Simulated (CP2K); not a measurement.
Crystal: CuI (Marshite).

```
CELL_PARAMETERS angstrom
4.28719 0.00000 0.00000
2.14359 3.71281 0.00000
2.14359 1.23760 3.50047
ATOMIC_POSITIONS crystal
I 0.00000 0.00000 0.00000
Cu 0.75000 0.75000 0.75000
```

Program: CP2K 2026.2. Alike in all runs: task band structure; cell as given; k mesh 8 × 8 × 8.

Problem. Order these runs on this cell by their pressure, lowest first.
A. level PBEsol; potentials or basis POTENTIAL_UZH I GTH-PBE-q7, Cu GTH-PBE-q11; TZVP-MOLOPT-PBE-GTH basis; spin off; smearing fermi-dirac 0.01 eV; EPS_DEFAULT 1.0E-9; points a segment of the path (NPOINTS) 6; bands added on the path 6; k points reduced by the point group yes
B. level PBE; potentials or basis GTH_SOC_POTENTIALS I GTH-PBE-q7, Cu GTH-PBE-q11; TZVP-MOLOPT-PBE-GTH basis; spin SOC, no magnetisation; smearing fermi-dirac 0.0259 eV; EPS_DEFAULT 1.0E-10; points a segment of the path (NPOINTS) 8; bands added on the path 6; soc after scf yes
C. level LDA; potentials or basis GTH_POTENTIALS I GTH-PADE-q7, Cu GTH-PADE-q11; TZVP-MOLOPT-PBE-GTH basis; spin off; smearing fermi-dirac 0.0259 eV; EPS_DEFAULT 1.0E-10; points a segment of the path (NPOINTS) 6; bands added on the path 2; k points reduced by the point group yes

Solution. C (-3.6 GPa), A (-1.6 GPa), B (1.5 GPa).

Caveats: the basis of atomic orbitals isn't converged, which shifts pressures, moduli and gaps; the potentials were made for another functional, which shifts forces and pressure (some runs).
